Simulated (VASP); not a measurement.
Set up this calculation in VASP 6.6.1, as the native input.

```
Task                   : single point
Functional             : PBE
Potentials or basis    : VASP PAW PBE potentials, release 64 (Ru_pv)
Cutoff                 : 520 eV
k mesh                 : 8 × 8 × 8
Occupations            : fermi-dirac, width 0.136057 eV
Spin                   : no spin polarisation
Dipole correction      : no
Further INCAR settings : ALGO = Normal; EDIFF = 1e-06; NBANDS = 21
```

The structure of Ru lies in POSCAR:

```
Ru
1.0
    0.0000000000      2.7280119881      2.7280119881
    2.7280119881      0.0000000000      2.7280119881
    2.7280119881      2.7280119881      0.0000000000
Ru
2
Direct
    0.0000000000      0.0000000000      0.0000000000
    0.2500000000      0.2500000000      0.2500000000
```

The cell was built by a generator and needn't be a form met in nature.

One way to write it, as run:

INCAR

```
PREC = Accurate
ENCUT = 520
EDIFF = 1E-6
ISMEAR = -1
SIGMA = 0.13605693000000002
LREAL = F
LASPH = T
NELM = 80
ALGO = Normal
ISIF = 2
LWAVE = F
LCHARG = F
GGA = PE
NBANDS = 21
```

KPOINTS

```
Automatic mesh
0
Gamma
  8 8 8
```

Potentials or basis: VASP PAW PBE potentials, release 64 (Ru_pv).

Command:

```console
$ cat potpaw_PBE.64/Ru_pv/POTCAR > POTCAR
$ mpirun -np 1 vasp_std > vasp.out
```

Results of the run:

* Pressure: 0.3 GPa
* Band gap on the k mesh: none (metal or under the smearing width)

Run time: 27 s on 1 thread of Intel(R) Xeon(R) Platinum 8259CL CPU @ 2.50GHz (Skylake/Cascade Lake), with other jobs on the host, peak memory 0.17 GiB.
